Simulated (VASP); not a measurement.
A run of VASP 6.6.1 is set up as follows.

File INCAR:

```
ALGO     = Normal         # electronic algorithm
EDIFF    = 1E-6           # SCF threshold, eV
ENCUT    = 600            # plane-wave cutoff, eV
GGA      = PS             # functional
GGA_COMPAT= F            
ISIF     = 2              # what is computed and relaxed
ISMEAR   = -1             # smearing method
LASPH    = T              # aspherical terms in the spheres
LCHARG   = F              # write CHGCAR
LREAL    = F              # projectors in reciprocal space
LWAVE    = F              # write WAVECAR
NBANDS   = 11             # bands
NELM     = 120            # most SCF steps
PREC     = Accurate       # precision mode
SIGMA    = 0.1            # smearing width, eV
```

The input KPOINTS:

```
k-points
0
Gamma
  8 8 8
```

POSCAR

```
BN
1.0
    0.0000000000      1.8075000000      1.8075000000
    1.8075000000      0.0000000000      1.8075000000
    1.8075000000      1.8075000000      0.0000000000
B N
1 1
Direct
    0.0000000000      0.0000000000      0.0000000000
    0.2500000000      0.2500000000      0.2500000000
```

Potentials or basis: VASP PAW PBE potentials, release 64 (B, N).

The run is started by

```bash
$ cat potpaw_PBE.64/B/POTCAR potpaw_PBE.64/N/POTCAR > POTCAR
$ mpirun -np 1 vasp_std > vasp.out
```

Problem. Predict the band gap on the k mesh.

Solution. 4.28 eV, indirect (least direct gap 8.76 eV).

Problem. Predict the pressure.

Solution. -2.6 GPa.

Caveat: the PAW data sets were made with another functional, which shifts forces and pressure a little.

**What was measured.**

A printed reference work, monograph reports, for a bulk crystal of BN at 300 K: band gap 6.4 eV (indirect).

A measured gap of BN is 6.4 eV (indirect; 300 K; a printed reference work, monograph); the calculated 4.28 eV misses it by -2.12 eV. The value is that of PBEsol on a finite k mesh, which can miss the band edges, without temperature or zero-point motion. Semilocal functionals fall short of measured gaps as a rule.
